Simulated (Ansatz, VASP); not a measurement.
# As in VASP and in Ansatz

INCAR

```
  PREC = Accurate
  ENCUT = 520
  EDIFF = 1E-6
  ISMEAR = -1
  SIGMA = 0.08
  LREAL = F
  LASPH = T
  NELM = 60
  ALGO = Normal
  ISIF = 2
  LWAVE = F
  LCHARG = F
  GGA = PE
  NBANDS = 12
```

File KPOINTS:

```
regular mesh
0
Gamma
  13 13 13
```

Contents of POSCAR:

```
As
1.0
    0.0000000000      2.9482977869      2.9482977869
    2.9482977869      0.0000000000      2.9482977869
    2.9482977869      2.9482977869      0.0000000000
As
2
Direct
   -0.1250000000     -0.1250000000     -0.1250000000
    0.1250000000      0.1250000000      0.1250000000
```

Input for Ansatz:

```yaml
crystal:
  lattice:
    - [0.0, 2.9482977869, 2.9482977869]
    - [2.9482977869, 0.0, 2.9482977869]
    - [2.9482977869, 2.9482977869, 0.0]
  atoms:
    - { symbol: As, position: [-0.125, -0.125, -0.125] }
    - { symbol: As, position: [0.125, 0.125, 0.125] }
kpoints:
  mp_grid: { grid: [13, 13, 13] }
scf:
  occupations: { method: fermi_dirac, width: 0.08 }
hamiltonian:
  xc: pbe
  pseudopotentials: { kind: paw }
output:
  forces: true
  stress: true
  eigenvalues: true
  populations: true
```

Change from the starting cell: volume scaled by 0.9, PAW files.

Alike in both runs: task single point; functional PBE; k mesh 13 × 13 × 13; occupations fermi-dirac, width 0.08 eV; no spin polarisation.

```csv
,VASP,Ansatz
version,VASP 6.6.1,Ansatz 0.2.0
potentials or method,"VASP PAW PBE potentials, release 64 (As)","PAW with Ansatz's default frozen-core files, scalar-relativistic"
plane-wave cutoff (eV),520,420
valence electrons in the cell,10,30
```

Ansatz gave:

```
pressure (GPa) : 6.0
```

**Question.** Estimate VASP's values.

**Answer.** Pressure (GPa): 6.2.

The functional is the same, so the differences come from potentials, cutoffs and numerics. The two sets of potentials don't hold the same shells in valence.
